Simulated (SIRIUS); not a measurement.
PbS (Galena) in SIRIUS: convergence with gk cutoff

Crystal: PbS (Galena).

```xyz
2
Lattice="0.0000 2.9657 2.9657 2.9657 0.0000 2.9657 2.9657 2.9657 0.0000" Properties=species:S:1:pos:R:3 pbc="T T T"
Pb    0.0000    0.0000    0.0000
S     2.9657    2.9657    2.9657
```

* Program: SIRIUS 7.12.0
* Task: convergence study
* Functional: PBE
* Potentials or basis: all-electron FP-LAPW
* Cutoff: 48 eV
* Basis: apw+lo standard
* k mesh: 8 × 8 × 8
* Occupations: fermi-dirac, width 0.05 eV
* Spin: no spin polarisation

These are the settings of the first run; the series varies gk cutoff, with any setting tied to it.

Hardware: 1 thread of Arm Neoverse V1, with other jobs on the host.

| gk cutoff | energy less the tightest run, at zero smearing (meV/atom) | gap on the mesh (eV) | SCF cycles | CPU time (s) | peak memory (GiB) |
| --- | --- | --- | --- | --- | --- |
| 1.87 1/bohr | 2945.55 | 0.290 | 9 | 60 | 0.43 |
| 2.21 1/bohr | 1101.98 | 0.341 | 9 | 62 | 0.43 |
| 2.55 1/bohr | 358.22 | 0.349 | 8 | 61 | 0.44 |
| 2.9 1/bohr | 101.61 | 0.358 | 8 | 66 | 0.46 |
| 3.24 1/bohr | 26.49 | 0.360 | 9 | 78 | 0.48 |
| 3.58 1/bohr | 5.58 | 0.361 | 8 | 90 | 0.54 |
| 3.92 1/bohr | 0.00 | 0.361 | 8 | 120 | 0.61 |

Against the tightest run, the gap on the mesh stays within 0.01 eV from 2.9 1/bohr on. Not settled before the last step: the energy (to 1 meV/atom). The tightest run that finished is the yardstick and may itself not be fully converged.

Caveat, for the tightest run too: spin-orbit coupling is left out, which as a rule narrows the gap of such compounds by several tenths of an eV.
